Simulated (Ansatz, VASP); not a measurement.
**One calculation of Bi, two programs**

INCAR

```
SYSTEM = Bi
  ALGO = Normal
  EDIFF = 1E-7
  ENCUT = 520
  GGA = RE
  ISIF = 2
  ISMEAR = -1
  LASPH = .TRUE.
  LCHARG = .FALSE.
  LREAL = .FALSE.
  LWAVE = .FALSE.
  NBANDS = 14
  NELM = 100
  PREC = Accurate
  SIGMA = 0.05
```

KPOINTS

```
k-points
0
G
  9 9 9
  0 0 0
```

Contents of POSCAR:

```
Bi
1.0
   -1.9814305318      1.9814305318      1.9814305318
    1.9814305318     -1.9814305318      1.9814305318
    1.9814305318      1.9814305318     -1.9814305318
Bi
1
Direct
    0.0000000000      0.0000000000      0.0000000000
```

File input.yaml:

```yaml
crystal:
  lattice:
    - [-1.9814305318, 1.9814305318, 1.9814305318]
    - [1.9814305318, -1.9814305318, 1.9814305318]
    - [1.9814305318, 1.9814305318, -1.9814305318]
  atoms:
    - { symbol: Bi, position: [0.0, 0.0, 0.0] }
hamiltonian:
  xc: revpbe
  pseudopotentials: { kind: paw }
kpoints:
  mp_grid: { grid: [9, 9, 9] }
  band_path:
    path:
      - [[0.0, 0.0, 0.0], [0.5, -0.5, 0.5], [0.0, 0.0, 0.5], [0.0, 0.0, 0.0], [0.25, 0.25, 0.25], [0.5, -0.5, 0.5]]
      - [[0.25, 0.25, 0.25], [0.0, 0.0, 0.5]]
    npoints: 14
scf:
  occupations: { method: fermi_dirac, width: 0.05 }
  n_extra_bands: 6
output:
  forces: true
  stress: true
  eigenvalues: true
  fatbands: false
  write_density: true
  write_potential: true
  elf: true
  volumetric_format: npy
```

This isn't the form of Bi at room conditions, which is rhombohedral.

Alike in both runs: functional revPBE; k mesh 9 × 9 × 9; occupations fermi-dirac, width 0.05 eV; no spin polarisation.

```csv
,VASP,Ansatz
version,VASP 6.6.1,Ansatz 0.2.0
potentials or method,"VASP PAW PBE potentials, release 64 (Bi_d)",Ansatz PAW
plane-wave cutoff (eV),520,420
valence electrons in the cell,15,15
task,single point,band structure
```

|  | VASP | Ansatz | Ansatz less VASP |
| --- | --- | --- | --- |
| gap on the k mesh at the Fermi level (eV) | none | none | - |
| pressure (GPa) | 1.8 | 1.9 | +0.06 |

A gap of «none» marks a metal or a gap that the smearing closes. The functional is the same, so the differences come from potentials, cutoffs and numerics.

Caveats: spin-orbit coupling is left out, which moves the levels of the heavy elements; the PAW data sets were made with another functional, which shifts forces and pressure a little (VASP); the PAW data sets come from PBE, with cores solved anew for the run's functional, which leaves a small shift of forces and pressure (Ansatz).
